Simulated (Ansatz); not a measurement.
# Gd (bcc type): how the settings move a single-point run

How sensitive is a single-point run of Gd (bcc type) to its settings? A reference run comes first, then one run with altered input.

Method: reference: DFT, PBEsol, all-electron PAW with datasets made for the crystal, scalar-relativistic, in Ansatz 0.2.0.

4 further runs of the same task are left out: 4 that didn't finish. Runs told in other sessions of the task aren't counted.

## (1) The starting structure

It takes space group Im-3m (No. 229, cubic). The conventional cell has a = 3.957 Å, b = 3.957 Å, c = 3.957 Å, α = 90.00°, β = 90.00°, γ = 90.00°. Gd (site symmetry m-3m) has 8 Gd at 3.43 Å in its first shell of neighbours.

Structure file:

```xyz
1
Lattice="-1.9783 1.9783 1.9783 1.9783 -1.9783 1.9783 1.9783 1.9783 -1.9783" Properties=species:S:1:pos:R:3 pbc="T T T"
Gd    0.0000    0.0000    0.0000
```

## (2) Reference

Contents of input.yaml:

```yaml
crystal:
  lattice:
    - [-1.9783223571, 1.9783223571, 1.9783223571]
    - [1.9783223571, -1.9783223571, 1.9783223571]
    - [1.9783223571, 1.9783223571, -1.9783223571]
  atoms:
    - { symbol: Gd, position: [0.0, 0.0, 0.0], spin: 7.0 }
magnetization:
  spin_polarized: true
kpoints:
  mp_grid: { grid: [14, 14, 14] }
scf:
  occupations: { method: fermi_dirac, width: 0.08 }
hamiltonian:
  xc: pbesol
  pseudopotentials: { kind: all_electron, datasets: crystal }
output:
  forces: true
  stress: true
  eigenvalues: true
```

Run with:

```sh
$ ansatz run input.yaml --threads 1 --pin off --max-ram 3072MiB --backend cpu --events-out ev --progress --plain --runs-dir out
```

## (3) Changed: scf.algorithm density_mixing

input.yaml, as its differences from that of step 2:

```diff
@@ -13,2 +13,3 @@
   occupations: { method: fermi_dirac, width: 0.08 }
+  algorithm: density_mixing
 hamiltonian:
```

**Question.** What will these runs give? Wanted: for each run, ending; energy change; pressure; abs. moment; force.

The runs gave:

| run | ending | energy change | pressure (GPa) | abs. moment (μB) | force (eV/Å) | cycles | time |
| --- | --- | --- | --- | --- | --- | --- | --- |
| reference | converged | 0 | 0.0 | 7.60 | 0.00 | 9 | 30 s |
| 1: scf.algorithm density_mixing | converged | 0.0 meV/atom | 0.0 | 7.60 | 0.00 | 9 | 27 s |

Residual by cycle in the longest SCF loop of each run; runs are numbered as in the table. The quantity is the density residual dr2, in eV.

| cycle | reference | run 1 |
| --- | --- | --- |
| 1 | 0.00978 | 0.00978 |
| 2 | 0.00625 | 0.00625 |
| 3 | 0.00186 | 0.00186 |
| 4 | 1.9e-4 | 1.9e-4 |
| 5 | 9.3e-6 | 9.3e-6 |
| 6 | 2.2e-5 | 2.2e-5 |
| 7 | 4.1e-7 | 4.1e-7 |
| 8 | 4.9e-9 | 4.9e-9 |
| 9 | 6.0e-9 | 6.0e-9 |

**Reading.** Energy and cycle count are those of the reference, so the change (solver) left the result and the number of cycles as they were.
